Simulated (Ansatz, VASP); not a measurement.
## One calculation of Cd, two programs

```
CELL_PARAMETERS angstrom
3.06157 0.00000 0.00000
-1.53078 2.65139 0.00000
0.00000 0.00000 5.59178
ATOMIC_POSITIONS crystal
Cd 0.33333 0.66667 0.25000
Cd 0.66667 0.33333 0.75000
```

Alike in both runs: task single point; functional PBE; k mesh 14 × 14 × 8; occupations fermi-dirac, width 0.05 eV; no spin polarisation.

|  | VASP | Ansatz |
| --- | --- | --- |
| version | VASP 6.6.1 | Ansatz 0.2.0 |
| potentials or method | VASP PAW PBE potentials, release 64 (Cd), cutoff 520 eV | all-electron LAPW, scalar-relativistic |

Ansatz gave:

* pressure (GPa): 0.1
* largest component of the traceless stress (GPa): 0.02

Q: What did VASP give for the same quantities?

A: Pressure (GPa): 0.3; largest component of the traceless stress (GPa): 0.09.

Ansatz ran all-electron here, so the differences hold the error of VASP's frozen core and of both bases.
